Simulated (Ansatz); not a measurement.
Theory: DFT PBE, scalar-relativistic, plane waves, PAW (Ansatz 0.2.0). Settings: cutoff 420 eV, Γ-centred meshes spaced at most about 0.3 Å⁻¹, and about 0.25 Å⁻¹ or finer for metals (2π included), Gaussian smearing. No spin polarisation.

Temperature and zero-point effects are left out.

Question: Which of these relaxed structures of Hf4C is the lowest in energy?
1.

```cif
data_structure
_symmetry_space_group_name_H-M 'R-3m:H'
_symmetry_Int_Tables_number 166
_cell_length_a 3.2429
_cell_length_b 3.2429
_cell_length_c 31.4192
_cell_angle_alpha 90.000
_cell_angle_beta 90.000
_cell_angle_gamma 120.000
_cell_volume 286.15
loop_
_atom_site_label
_atom_site_type_symbol
_atom_site_symmetry_multiplicity
_atom_site_Wyckoff_symbol
_atom_site_fract_x
_atom_site_fract_y
_atom_site_fract_z
_atom_site_occupancy
Hf1 Hf 6 c 0.33333 0.66667 0.04095 1
Hf2 Hf 6 c 0.66667 0.33333 0.12728 1
C1 C 3 a 0.00000 0.00000 0.00000 1
```

2.

```cif
data_structure
_symmetry_space_group_name_H-M 'P2/m'
_symmetry_Int_Tables_number 10
_cell_length_a 5.2350
_cell_length_b 3.2699
_cell_length_c 5.6002
_cell_angle_alpha 90.000
_cell_angle_beta 90.585
_cell_angle_gamma 90.000
_cell_volume 95.86
loop_
_atom_site_label
_atom_site_type_symbol
_atom_site_symmetry_multiplicity
_atom_site_Wyckoff_symbol
_atom_site_fract_x
_atom_site_fract_y
_atom_site_fract_z
_atom_site_occupancy
Hf1 Hf 2 m 0.74403 0.00000 0.32419 1
Hf2 Hf 2 n 0.24787 0.50000 0.16291 1
C1 C 1 a 0.00000 0.00000 0.00000 1
```

3.

```cif
data_structure
_symmetry_space_group_name_H-M 'P4/mmm'
_symmetry_Int_Tables_number 123
_cell_length_a 3.2808
_cell_length_b 3.2808
_cell_length_c 8.7307
_cell_angle_alpha 90.000
_cell_angle_beta 90.000
_cell_angle_gamma 90.000
_cell_volume 93.98
loop_
_atom_site_label
_atom_site_type_symbol
_atom_site_symmetry_multiplicity
_atom_site_Wyckoff_symbol
_atom_site_fract_x
_atom_site_fract_y
_atom_site_fract_z
_atom_site_occupancy
Hf1 Hf 1 d 0.50000 0.50000 0.50000 1
Hf2 Hf 1 c 0.50000 0.50000 0.00000 1
Hf3 Hf 2 g 0.00000 0.00000 0.73876 1
C1 C 1 a 0.00000 0.00000 0.00000 1
```

Answer: 1. The next of these, cell 2, lies 28 meV/atom higher. Forms: cell 1 R-3m; cell 2 P2/m; cell 3 P4/mmm. Counting Hf atoms around C (those within 1.25 times the shortest such distance or 1.15 times the sum of covalent radii): cell 1 has C 6; cell 2 has C 6; cell 3 has C 6. All come from invented guesses. The lowest form computed isn't among them: it has space group P-3m1 (No. 164), 18.9 Å³/atom and lies 31 meV/atom below the best shown.

The k mesh leaves some 4 meV/atom of noise in the energy of each metallic cell. Spin–orbit coupling, which can matter for Hf, is left out. Cells relaxed within their symmetry can be saddle points. Some types were kept out of the candidates beforehand, so the set may lack a known form.
